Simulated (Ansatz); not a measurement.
## CaF2: all-electron results

```
Ca F
1.0
     0.00000    2.73125    2.73125
     2.73125    0.00000    2.73125
     2.73125    2.73125    0.00000
Ca F
1 2
Direct
  0.00000 0.00000 0.00000
  0.25000 0.25000 0.25000
  0.75000 0.75000 0.75000
```

Atom numbers follow the list: Ca1, F2, F3.

Conventional cell: a = 5.463 Å, b = 5.463 Å, c = 5.463 Å, α = 90.00°, β = 90.00°, γ = 90.00°. Ca (atom 1) has 8 F at 2.37 Å as nearest neighbours. F (atom 2) has 4 Ca at 2.37 Å as nearest neighbours.

The cell is COD entry 5000222, as deposited and not checked against the literature; nothing was relaxed.

Levels of theory: DFT, PBE, all-electron LAPW, scalar-relativistic (Ansatz 0.2.0); DFT, PBE, PAW with Ansatz's default frozen-core files, scalar-relativistic (Ansatz 0.2.0).

For LAPW: a Γ-centred 8×8×8 k mesh, Fermi–Dirac smearing of 0.02 eV, basis error target 1 meV/atom, no spin polarisation. PAW takes a cutoff of 420 eV at this cell. The Ansatz runs share mesh, smearing and spin set-up. Values come from LAPW unless marked.

* Smallest direct gap on the path: 7.55 eV
* Bader charges (from the PAW run): Ca1 +1.66, F2 -0.83 e
* Band gap: 7.29 eV, indirect from X (0.5, 0, 0.5) to Γ
* Volume per atom: 91.7 bohr³

Give the computed value. Pressure at this cell.

2.15 GPa.

Predict this quantity. Löwdin charges (with 0.20 e of the cell spilling out of the atomic basis, so their sizes and signs hang on that basis).

Ca1 1.73, F2 -0.77 e.
